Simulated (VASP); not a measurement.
Input for VASP

File KPOINTS:
```
Automatic
0
Gamma
  7 7 7
```

**POSCAR**
```
InN
1
    0.0000000000     2.5398000000     2.5398000000
    2.5398000000     0.0000000000     2.5398000000
    2.5398000000     2.5398000000     0.0000000000
In N
1 1
Direct
  0.0000000000   0.0000000000   0.0000000000
  0.2500000000   0.2500000000   0.2500000000
```

### INCAR
```
# general
SYSTEM     = InN
PREC       = Accurate
ENCUT      = 520
LREAL      = .FALSE.
LASPH      = .TRUE.

# electronic loop
EDIFF      = 1E-6
NELM       = 100
ALGO       = Normal
LMAXMIX    = 4

# smearing
ISMEAR     = 0
SIGMA      = 0.05

# functional
GGA        = PE
GGA_COMPAT = .FALSE.

# spin
MAGMOM     = 0 0 0 0 0 0
LSORBIT    = .TRUE.

# ions
ISIF       = 2

# output
LWAVE      = .FALSE.
LCHARG     = .FALSE.
```

POTCAR, in this order: In_d N (PBE.64 set). Program: vasp_ncl.

Question: Write an equivalent input for Ansatz.

Answer: One equivalent input (not run):
Ansatz 0.2 input:
```yaml
crystal:
  lattice:
    - [0.0000000, 2.5398000, 2.5398000]
    - [2.5398000, 0.0000000, 2.5398000]
    - [2.5398000, 2.5398000, 0.0000000]
  atoms:
    - { symbol: In, position: [0.0000000, 0.0000000, 0.0000000] }
    - { symbol: N, position: [0.2500000, 0.2500000, 0.2500000] }
kpoints:
  mp_grid: { grid: [7, 7, 7] }
hamiltonian:
  xc: pbe
  pseudopotentials: { kind: paw }
magnetization: { noncollinear: true, spin_orbit: true }
scf:
  occupations: { method: gaussian, width: 0.05 }
  max_iter: 100
output: { forces: true, stress: true, eigenvalues: true }
```
Limits of the translation: each code has its own PAW files, so the cut-off isn't converted (ENCUT is set for VASP's; basis.ecutwfc is left out, and Ansatz then takes the one that its files recommend); Ansatz stops its SCF on the density residual and VASP on the energy change (EDIFF).

The compound is InN in the zinc blende structure, a metastable form; wurtzite is the usual one. The cell was not relaxed at this level. The k-mesh is coarse (spacing up to 0.31 per Å, 2π included), so the numbers may not be converged in it.
